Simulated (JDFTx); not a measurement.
# Sn (I4_1/amd) in JDFTx: reference runs, part 2 of 2

JDFTx 1.7.0 (patched build). Earlier steps stand in the parts before.

## (8) Equation of state, PBEsol, 29.31 Å³/atom (volume scaled by 1.06)

Contents of Sn.in:

```
lattice \
   -5.6650302510     5.6650302510     5.6650302510 \
    5.6650302510    -5.6650302510     5.6650302510 \
    3.0815174599     3.0815174599    -3.0815174599
coords-type Lattice
ion Sn     0.0000000000     0.0000000000     0.0000000000 1
ion Sn     0.7500000000     0.2500000000     0.5000000000 1

ion-species pseudo/Sn.upf
elec-cutoff 36 288
elec-ex-corr gga-PBEsol
kpoint-folding 9 9 9
elec-smearing Fermi 0.0018374661
elec-n-bands 21
electronic-SCF nIterations 100 energyDiffThreshold 1e-09
electronic-minimize nIterations 30 energyDiffThreshold 1e-7
forces-output-coords Cartesian

dump-name run.$VAR
dump End Ecomponents EigStats BandEigs Kpoints Forces Stress
```

Potentials or basis: PseudoDojo-SR-PBEsol-0.4.1-standard with smoothed tails.

Run with:

```console
> jdftx -c 1 -i Sn.in -o Sn.out
```

Output:

```text
*************** JDFTx 1.7.0 (patched build) ***************

Input parsed successfully to the following command list (including defaults):
[... the input with its defaults ...]

---------- Setting up symmetries ----------

Non-trivial transmission matrix:
[   1   0   0  ]
[   1   1   0  ]
[   0   0   1  ]
with reduced lattice vectors:
[      0.000000      5.665030      5.665030  ]
[      0.000000     -5.665030      5.665030  ]
[      6.163035      3.081517     -3.081517  ]

Found 16 point-group symmetries of the bravais lattice
Found 16 space-group symmetries with basis
Applied RMS atom displacement 0 bohrs to make symmetries exact.

---------- Initializing the Grid ----------
R =
[     -5.66503      5.66503      5.66503  ]
[      5.66503     -5.66503      5.66503  ]
[      3.08152      3.08152     -3.08152  ]
unit cell volume = 395.575
G =
[  8.469e-18   0.554559     1.0195  ]
[   0.554559  8.469e-18     1.0195  ]
[   0.554559   0.554559 -8.27852e-18  ]
Minimum fftbox size, Smin = [  68  68  68  ]
Chosen fftbox size, S = [  70  70  70  ]

---------- Initializing tighter grid for wavefunction operations ----------
R =
[     -5.66503      5.66503      5.66503  ]
[      5.66503     -5.66503      5.66503  ]
[      3.08152      3.08152     -3.08152  ]
unit cell volume = 395.575
G =
[  8.469e-18   0.554559     1.0195  ]
[   0.554559  8.469e-18     1.0195  ]
[   0.554559   0.554559 -8.27852e-18  ]
Minimum fftbox size, Smin = [  48  48  48  ]
Chosen fftbox size, S = [  48  48  48  ]

---------- Exchange Correlation functional ----------
Initalized PBEsol GGA exchange.
Initalized PBEsol GGA correlation.

---------- Setting up pseudopotentials ----------
Width of ionic core gaussian charges (only for fluid interactions / plotting) set to 0

Reading pseudopotential file 'pseudo/Sn.upf':
  'Sn' pseudopotential, 'PBESOL' functional
  Generated using ONCVPSP code by D. R. Hamann
  14 valence electrons, 3 orbitals, 6 projectors, 1001 radial grid points, with lMax = 2
    4D    l: 2   occupation: 10.0   eigenvalue: -0.947846
    5S    l: 0   occupation:  2.0   eigenvalue: -0.389375
    5P    l: 1   occupation:  2.0   eigenvalue: -0.136297
  Core radius for overlap checks: 2.33 bohrs.

Initialized 1 species with 2 total atoms.

Folded 1 k-points by 9x9x9 to 729 k-points.

---------- Setting up k-points, bands, fillings ----------
Reduced to 75 k-points under symmetry.
Computing the number of bands and number of electrons
Calculating initial fillings.
nElectrons:  28.000000   nBands: 21   nStates: 75

----- Setting up reduced wavefunction bases (one per k-point) -----
average nbasis = 4081.041 , ideal nbasis = 4081.096

---------- Setting up ewald sum ----------
Optimum gaussian width for ewald sums = 2.586428 bohr.
Real space sum over 1859 unit cells with max indices [  6  6  5  ]
Reciprocal space sum over 3375 terms with max indices [  7  7  7  ]

---------- Allocating electronic variables ----------
Initializing wave functions:  linear combination of atomic orbitals
Note: number of bands (21) exceeds available atomic orbitals (18)
Sn pseudo-atom occupations:   s ( 2 )  p ( 2 )  d ( 10 )
	FillingsUpdate:  mu: +0.367709299  nElectrons: 28.000000
LCAOMinimize: Iter:   0  F: -135.3970993092730168  |grad|_K:  5.384e-05  alpha:  1.000e+00
	FillingsUpdate:  mu: +0.367868073  nElectrons: 28.000000
LCAOMinimize: Iter:   1  F: -135.3971419341783644  |grad|_K:  1.689e-06  alpha:  8.903e-01  linmin: -6.778e-03  cgtest:  1.170e-01
LCAOMinimize: Encountered beta<0, resetting CG.
	FillingsUpdate:  mu: +0.367871316  nElectrons: 28.000000
LCAOMinimize: Iter:   2  F: -135.3971419755642671  |grad|_K:  9.137e-08  alpha:  8.767e-01  linmin:  5.600e-04  cgtest: -4.284e-03
	FillingsUpdate:  mu: +0.367871423  nElectrons: 28.000000
LCAOMinimize: Iter:   3  F: -135.3971419756935290  |grad|_K:  4.809e-09  alpha:  9.456e-01  linmin:  5.158e-03  cgtest: -3.423e-02
LCAOMinimize: Converged (|Delta F|<1.000000e-06 for 2 iters).

-------- Electronic minimization -----------
Will mix electronic density at each iteration.
	FillingsUpdate:  mu: +0.367871423  nElectrons: 28.000000
	FillingsUpdate:  mu: +0.358618359  nElectrons: 28.000000
SCF: Cycle:  0   F: -135.426657605527367   dF: -2.952e-02   |Residual|: 1.634e-02   |deigs|: 1.179e-01
	FillingsUpdate:  mu: +0.358302293  nElectrons: 28.000000
SCF: Cycle:  1   F: -135.426913495929142   dF: -2.559e-04   |Residual|: 9.363e-03   |deigs|: 4.122e-03
	FillingsUpdate:  mu: +0.358106436  nElectrons: 28.000000
SCF: Cycle:  2   F: -135.426941175808281   dF: -2.768e-05   |Residual|: 2.296e-03   |deigs|: 1.836e-03
	FillingsUpdate:  mu: +0.358201368  nElectrons: 28.000000
SCF: Cycle:  3   F: -135.426944106043237   dF: -2.930e-06   |Residual|: 8.262e-04   |deigs|: 7.795e-04
	FillingsUpdate:  mu: +0.358183245  nElectrons: 28.000000
SCF: Cycle:  4   F: -135.426944671820763   dF: -5.658e-07   |Residual|: 2.683e-04   |deigs|: 2.114e-04
	FillingsUpdate:  mu: +0.358181552  nElectrons: 28.000000
SCF: Cycle:  5   F: -135.426944754548458   dF: -8.273e-08   |Residual|: 2.285e-04   |deigs|: 9.443e-05
	FillingsUpdate:  mu: +0.358189716  nElectrons: 28.000000
SCF: Cycle:  6   F: -135.426944797344362   dF: -4.280e-08   |Residual|: 7.859e-05   |deigs|: 6.750e-05
	FillingsUpdate:  mu: +0.358190501  nElectrons: 28.000000
SCF: Cycle:  7   F: -135.426944804659684   dF: -7.315e-09   |Residual|: 4.886e-06   |deigs|: 3.104e-05
	FillingsUpdate:  mu: +0.358190906  nElectrons: 28.000000
SCF: Cycle:  8   F: -135.426944806137953   dF: -1.478e-09   |Residual|: 2.030e-05   |deigs|: 2.467e-05
	FillingsUpdate:  mu: +0.358190736  nElectrons: 28.000000
SCF: Cycle:  9   F: -135.426944806679586   dF: -5.416e-10   |Residual|: 1.512e-05   |deigs|: 2.023e-05
	FillingsUpdate:  mu: +0.358190664  nElectrons: 28.000000
SCF: Cycle: 10   F: -135.426944806849576   dF: -1.700e-10   |Residual|: 6.136e-06   |deigs|: 1.947e-05
SCF: Converged (|Delta E|<1.000000e-09 for 2 iters).

Setting wave functions to eigenvectors of Hamiltonian

# Stress tensor in Cartesian coordinates [Eh/a0^3]:
[  0.000128923            0            0  ]
[            0  0.000128923            0  ]
[            0            0  0.000136209  ]

# Ionic positions in lattice coordinates:
ion Sn   0.000000000000000   0.000000000000000   0.000000000000000 1
ion Sn   0.750000000000000   0.250000000000000   0.500000000000000 1

# Forces in Cartesian coordinates:
force Sn   0.000000000000000   0.000000000000000   0.000000000000000 1
force Sn   0.000000000000000  -0.000000000000000   0.000000000000000 1

# Energy components:
   Eewald =      -96.1518497938512411
       EH =       35.6333130810786756
     Eloc =     -102.5075496632494492
      Enl =      -44.3591762623596679
      Exc =      -43.5909466052703891
 Exc_core =       21.8319180903504773
       KE =       93.7176120655088454
-------------------------------------
     Etot =     -135.4266790877927633
       TS =        0.0002657190567989
-------------------------------------
        F =     -135.4269448068495763

IonicMinimize: Iter:   0  F: -135.426944806849576  |grad|_K:       -nan
IonicMinimize: None of the convergence criteria satisfied after 0 iterations.

#--- Lowdin population analysis ---
# oxidation-state Sn +0.020 +0.020

Dumping 'run.eigStats' ...
	eMin: -0.431670 at state 0 ( [ +0.000000 +0.000000 +0.000000 ] spin 0 )
	HOMO: +0.356602 at state 32 ( [ +0.111111 +0.222222 -0.222222 ] spin 0 )
	mu  : +0.358191
	LUMO: +0.358479 at state 13 ( [ +0.000000 +0.222222 +0.333333 ] spin 0 )
	eMax: +0.805726 at state 74 ( [ +0.444444 -0.444444 +0.444444 ] spin 0 )
	HOMO-LUMO gap: +0.001877
	Optical gap  : +0.011718 at state 32 ( [ +0.111111 +0.222222 -0.222222 ] spin 0 )
Done!
```

It took 2 min on 1 thread of Intel Xeon 6975P-C (Granite Rapids), shared host; peak memory 0.34 GiB.

What came out:

```
Free energy            : -3685.1549 eV
Pressure               : -3.9 GPa
Band gap on the k mesh : none (metal or under the smearing width)
```

## (9) Equation of state, PBEsol

Potentials or basis: PseudoDojo-SR-PBEsol-0.4.1-standard with smoothed tails.

No new run: the results of the series are fitted here.

Results:

```yaml
Equilibrium_volume: 26.96 Å³/atom
Bulk_modulus_at_fixed_shape_and_positions: 56 GPa
Pressure_derivative_of_the_bulk_modulus: 4.6
```

Energy against volume, from the lowest point:
```tsv
volume (Å³/atom)	energy (meV/atom)
25.991	6.39
26.544	1.03
27.097	0.00
27.650	2.82
28.203	9.07
28.756	18.38
29.309	30.42
```

Caveat: the cell was scaled at fixed shape and fractional positions, which overstates the stiffness of a crystal with free parameters, most of all of layers and chains.

## (10) Single point, PBEsol

Sn.in, as its differences from that of step 8:

```diff
@@ -1,5 +1,5 @@
 lattice \
-   -5.6650302510     5.6650302510     5.6650302510 \
-    5.6650302510    -5.6650302510     5.6650302510 \
-    3.0815174599     3.0815174599    -3.0815174599
+   -5.5560602284     5.5560602284     5.5560602284 \
+    5.5560602284    -5.5560602284     5.5560602284 \
+    3.0222427496     3.0222427496    -3.0222427496
 coords-type Lattice
@@ -16,2 +16,3 @@
 electronic-minimize nIterations 30 energyDiffThreshold 1e-7
+converge-empty-states yes
 forces-output-coords Cartesian
```

Potentials or basis: PseudoDojo-SR-PBEsol-0.4.1-standard with smoothed tails.

Run with:

```console
> jdftx -c 1 -i Sn.in -o Sn.out
```

Output:

```text
*************** JDFTx 1.7.0 (patched build) ***************

Input parsed successfully to the following command list (including defaults):
[... the input with its defaults ...]

---------- Setting up symmetries ----------

Non-trivial transmission matrix:
[   1   0   0  ]
[   1   1   0  ]
[   0   0   1  ]
with reduced lattice vectors:
[      0.000000      5.556060      5.556060  ]
[      0.000000     -5.556060      5.556060  ]
[      6.044485      3.022243     -3.022243  ]

Found 16 point-group symmetries of the bravais lattice
Found 16 space-group symmetries with basis
Applied RMS atom displacement 0 bohrs to make symmetries exact.

---------- Initializing the Grid ----------
R =
[     -5.55606      5.55606      5.55606  ]
[      5.55606     -5.55606      5.55606  ]
[      3.02224      3.02224     -3.02224  ]
unit cell volume = 373.184
G =
[ 2.97422e-17   0.565435    1.03949  ]
[   0.565435 2.97422e-17    1.03949  ]
[   0.565435   0.565435 2.73167e-17  ]
Minimum fftbox size, Smin = [  68  68  68  ]
Chosen fftbox size, S = [  70  70  70  ]

---------- Initializing tighter grid for wavefunction operations ----------
[... 90 lines left out ...]
Converging empty states (this may take a while): |deigs|: 1.471e-04

# Stress tensor in Cartesian coordinates [Eh/a0^3]:
[  4.15033e-05            0            0  ]
[            0  4.15033e-05            0  ]
[            0            0  5.50603e-05  ]

# Ionic positions in lattice coordinates:
ion Sn   0.000000000000000   0.000000000000000   0.000000000000000 1
ion Sn   0.750000000000000   0.250000000000000   0.500000000000000 1

# Forces in Cartesian coordinates:
force Sn  -0.000000000000000  -0.000000000000000  -0.000000000000000 1
force Sn   0.000000000000000   0.000000000000000  -0.000000000000000 1

# Energy components:
   Eewald =      -98.0376589484322096
       EH =       34.5680773005899340
     Eloc =      -99.5854281173729845
      Enl =      -44.3366883150978879
      Exc =      -43.6227799278016661
 Exc_core =       21.8319173749470430
       KE =       93.7538607724904693
-------------------------------------
     Etot =     -135.4286998606773125
       TS =        0.0002732922449904
-------------------------------------
        F =     -135.4289731529223104

IonicMinimize: Iter:   0  F: -135.428973152922310  |grad|_K:        nan
IonicMinimize: None of the convergence criteria satisfied after 0 iterations.

#--- Lowdin population analysis ---
# oxidation-state Sn +0.022 +0.022

Dumping 'run.eigStats' ...
	eMin: -0.403126 at state 0 ( [ +0.000000 +0.000000 +0.000000 ] spin 0 )
	HOMO: +0.389698 at state 36 ( [ +0.111111 +0.333333 -0.222222 ] spin 0 )
	mu  : +0.389808
	LUMO: +0.390021 at state 59 ( [ +0.222222 -0.444444 +0.444444 ] spin 0 )
	eMax: +0.856249 at state 74 ( [ +0.444444 -0.444444 +0.444444 ] spin 0 )
	HOMO-LUMO gap: +0.000323
	Optical gap  : +0.012460 at state 32 ( [ +0.111111 +0.222222 -0.222222 ] spin 0 )
Done!
```

Wall time 5.3 min (1 thread of Arm Neoverse V1, shared host); peak memory 0.32 GiB.

Results:

```
Free energy            : -3685.2101 eV
Pressure               : -1.4 GPa
Band gap on the k mesh : none (metal or under the smearing width)
```

Stress tensor (GPa, compression positive):
```
-1.22  0.00  0.00
 0.00 -1.22  0.00
 0.00  0.00 -1.62
```

Levels at points of the mesh, in eV from the Fermi level:
```tsv
k point	band 10	band 11	band 12	band 13	band 14	band 15	band 16
(0.00, 0.00, 0.00)	-21.11	-11.02	-3.74	-1.93	-1.93	2.97	6.13
```

## (11) Single point, PBEsol (atoms moved at random, drawn with an rms of 0.05 Å)

Sn.in, as its differences from that of step 10:

```diff
@@ -5,4 +5,4 @@
 coords-type Lattice
-ion Sn     0.0000000000     0.0000000000     0.0000000000 1
-ion Sn     0.7500000000     0.2500000000     0.5000000000 1
+ion Sn     0.0070650000    -0.0047300000    -0.0123030000 1
+ion Sn     0.7491880000     0.2445090000     0.4991050000 1
```

Potentials or basis: PseudoDojo-SR-PBEsol-0.4.1-standard with smoothed tails.

Run with:

```console
> jdftx -c 1 -i Sn.in -o Sn.out
```

Output:

```text
*************** JDFTx 1.7.0 (patched build) ***************

Input parsed successfully to the following command list (including defaults):
[... the input with its defaults ...]

---------- Setting up symmetries ----------

Non-trivial transmission matrix:
[   1   0   0  ]
[   1   1   0  ]
[   0   0   1  ]
with reduced lattice vectors:
[      0.000000      5.556060      5.556060  ]
[      0.000000     -5.556060      5.556060  ]
[      6.044485      3.022243     -3.022243  ]

Found 16 point-group symmetries of the bravais lattice
Found 2 space-group symmetries with basis
Applied RMS atom displacement 4.1621e-17 bohrs to make symmetries exact.

---------- Initializing the Grid ----------
R =
[     -5.55606      5.55606      5.55606  ]
[      5.55606     -5.55606      5.55606  ]
[      3.02224      3.02224     -3.02224  ]
unit cell volume = 373.184
G =
[ 2.97422e-17   0.565435    1.03949  ]
[   0.565435 2.97422e-17    1.03949  ]
[   0.565435   0.565435 2.73167e-17  ]
Minimum fftbox size, Smin = [  68  68  68  ]
Chosen fftbox size, S = [  70  70  70  ]
[... 94 lines left out ...]
Converging empty states (this may take a while): |deigs|: 1.112e-04

# Stress tensor in Cartesian coordinates [Eh/a0^3]:
[  4.33048e-05  7.85973e-07 -1.01898e-05  ]
[  7.85973e-07  3.33832e-05   2.3726e-06  ]
[ -1.01898e-05   2.3726e-06  5.60616e-05  ]

# Ionic positions in lattice coordinates:
ion Sn   0.007065000000000  -0.004730000000000  -0.012303000000000 1
ion Sn   0.749188000000000   0.244509000000000   0.499105000000000 1

# Forces in Cartesian coordinates:
force Sn   0.003393646851421   0.000880274498365  -0.000120818141989 1
force Sn  -0.003393646851421  -0.000880274498365   0.000120818141989 1

# Energy components:
   Eewald =      -98.0194381290164927
       EH =       34.5847894686497312
     Eloc =      -99.6207052579140679
      Enl =      -44.3362476497973361
      Exc =      -43.6230787315403106
 Exc_core =       21.8319177149827262
       KE =       93.7542482407140056
-------------------------------------
     Etot =     -135.4285143439217904
       TS =        0.0002660243725012
-------------------------------------
        F =     -135.4287803682942979

IonicMinimize: Iter:   0  F: -135.428780368294298  |grad|_K:  2.025e-03
IonicMinimize: None of the convergence criteria satisfied after 0 iterations.

#--- Lowdin population analysis ---
# oxidation-state Sn +0.022 +0.022

Dumping 'run.eigStats' ...
	eMin: -0.403230 at state 0 ( [ +0.000000 +0.000000 +0.000000 ] spin 0 )
	HOMO: +0.389641 at state 171 ( [ +0.222222 -0.444444 +0.444444 ] spin 0 )
	mu  : +0.389673
	LUMO: +0.389831 at state 352 ( [ +0.444444 -0.222222 -0.444444 ] spin 0 )
	eMax: +0.852696 at state 334 ( [ +0.444444 -0.444444 -0.444444 ] spin 0 )
	HOMO-LUMO gap: +0.000190
	Optical gap  : +0.010540 at state 320 ( [ +0.444444 +0.444444 +0.000000 ] spin 0 )
Done!
```

Run time: 28 min. Hardware: 1 thread of Arm Neoverse V1, shared host; peak memory 1.3 GiB.

What came out:

```
Free energy            : -3685.2049 eV
Pressure               : -1.3 GPa
Largest force          : 0.180 eV/Å
Band gap on the k mesh : none (metal or under the smearing width)
```

Forces in eV/Å, atoms in the order of the input:
```
Sn   0.175  0.045 -0.006
Sn  -0.175 -0.045  0.006
```

Levels at points of the mesh, in eV from the Fermi level:
```
           k point  band 10  band 11  band 12  band 13  band 14  band 15  band 16
(0.00, 0.00, 0.00)   -21.10   -11.02    -3.73    -1.94    -1.92     2.96     6.12
```

## (12) Summary

```tsv
task	cell	further solve for the empty bands	gap on the mesh (eV)	pressure (GPa)
equation of state	as given	-	-	-
single point	as given	yes	none	-1.4
single point	atoms moved at random, drawn with an rms of 0.05 Å	yes	none	-1.3
```

Alike in all rows: level PBEsol; potentials or basis PseudoDojo-SR-PBEsol-0.4.1-standard with smoothed tails; no spin polarisation; k mesh 9 × 9 × 9; cutoff (eV) 980; smearing fermi-dirac 0.05 eV.

Caveats: the cell was scaled at fixed shape and fractional positions, which overstates the stiffness of a crystal with free parameters, most of all of layers and chains (some runs).

Absolute energies hang on the potentials; compare differences alone.
